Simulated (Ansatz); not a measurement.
# Phases of Sc at 51 GPa

Structure types of Sc are relaxed in primitive cells with their symmetry kept at 51 GPa, first on PAW files, then by LAPW. The enthalpy is E + pV at zero temperature, without zero-point motion. Only the types listed were tried, and differences under about 5 meV/atom are mesh noise. The real phase may be another.

All numbers are PBE results (scalar-relativistic) from Ansatz 0.2.0, with Fermi–Dirac smearing of 0.05 eV, no spin polarisation. Methods: LAPW: all electrons, basis error target 0.5 meV/atom; PAW: frozen-core files, cutoff 420 eV.

k meshes: fcc 17×17×17, bcc 17×17×17, hcp 16×16×9, beta tin 16×16×16, sc 15×15×15, simple hexagonal 16×16×15.

Q: Which type is lowest in enthalpy, and by how much?

A: fcc, 13 meV/atom below hcp. The whole table:

```tsv
start type	ends as	a, b, c (Å)	V (Å³/atom)	H − H(lowest), LAPW (meV/atom)	same, PAW
fcc	fcc, Fm-3m	3.938, 3.938, 3.938	15.27	0.0	0.0
bcc	bcc, Im-3m	3.134, 3.134, 3.134	15.38	126.8	126.7
hcp	hcp, P6_3/mmc	2.839, 2.839, 4.422	15.43	13.1	13.0
beta tin	beta tin, I4_1/amd	4.592, 4.592, 2.774	14.62	193.5	194.1
sc	sc, Pm-3m	2.438, 2.438, 2.438	14.49	608.6	609.9
simple hexagonal	simple hexagonal, P6/mmm	2.651, 2.651, 2.446	14.88	324.6	325.3
```

Q: Split the lead of fcc over hcp into energy and pV.

A: For hcp less fcc: ΔE = -40.1 meV/atom, and p·ΔV = 51 GPa × +0.1671 Å³ × 6.242 meV/(GPa·Å³) = +53.2 meV/atom, together 13.1 meV/atom. fcc wins by its smaller volume, against the internal energy.
